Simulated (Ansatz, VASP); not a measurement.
Two plane-wave programs on Tl

Contents of INCAR:

```
SYSTEM = Tl
  PREC = Accurate
  ENCUT = 520
  EDIFF = 1E-6
  ISMEAR = -1
  SIGMA = 0.05
  LREAL = .False.
  LASPH = .True.
  NELM = 80
  ALGO = Normal
  ISIF = 2
  LWAVE = .False.
  LCHARG = .False.
  GGA = PE
  NBANDS = 20
```

File KPOINTS:

```
regular mesh
0
Gamma
  9 9 5
  0 0 0
```

Contents of POSCAR:

```
Tl
1.0
    3.4560000000      0.0000000000      0.0000000000
   -1.7280000000      2.9929837955      0.0000000000
    0.0000000000      0.0000000000      5.5250000000
Tl
2
Direct
    0.6666666667      0.3333333333      0.7500000000
    0.3333333333      0.6666666667      0.2500000000
```

input.yaml

```yaml
crystal:
  lattice:
    - [3.456, 0.0, 0.0]
    - [-1.728, 2.9929837955, 0.0]
    - [0.0, 0.0, 5.525]
  atoms:
    - { symbol: Tl, position: [0.6666666667, 0.3333333333, 0.75] }
    - { symbol: Tl, position: [0.3333333333, 0.6666666667, 0.25] }
hamiltonian:
  xc: pbe
  pseudopotentials: { kind: paw, level: accurate }
kpoints:
  mp_grid: { grid: [9, 9, 5] }
  band_path:
    path:
      - [[0.0, 0.0, 0.0], [0.5, 0.0, 0.0], [0.3333333333, 0.3333333333, 0.0], [0.0, 0.0, 0.0], [0.0, 0.0, 0.5], [0.5, 0.0, 0.5], [0.3333333333, 0.3333333333, 0.5], [0.0, 0.0, 0.5]]
      - [[0.5, 0.0, 0.5], [0.5, 0.0, 0.0]]
      - [[0.3333333333, 0.3333333333, 0.0], [0.3333333333, 0.3333333333, 0.5]]
    npoints: 14
scf:
  occupations: { method: fermi_dirac, width: 0.05 }
  n_extra_bands: 6
output:
  forces: true
  stress: true
  eigenvalues: true
  fatbands: false
  write_density: true
  write_potential: true
  elf: true
  volumetric_format: npy
```

Alike in both runs: functional PBE; k mesh 9 × 9 × 5; occupations fermi-dirac, width 0.05 eV; no spin polarisation.

|  | VASP | Ansatz |
| --- | --- | --- |
| version | VASP 6.6.1 | Ansatz 0.2.0 |
| potentials or method | VASP PAW PBE potentials, release 64 (Tl_d) | Ansatz PAW earlier set |
| plane-wave cutoff (eV) | 520 | 550 |
| valence electrons in the cell | 26 | 42 |
| task | single point | band structure |

|  | VASP | Ansatz | Ansatz less VASP |
| --- | --- | --- | --- |
| gap on the k mesh at the Fermi level (eV) | none | none | - |
| pressure (GPa) | 3.4 | 3.5 | +0.12 |
| largest component of the traceless stress (GPa) | 0.91 | 0.91 | +0.003 |

A gap of «none» marks a metal or a gap that the smearing closes. The two sets of potentials don't hold the same shells in valence.

Caveats: spin-orbit coupling is left out, which moves the levels of the heavy elements (Ansatz). Spin-orbit coupling is left out, which matters for the levels of Tl.
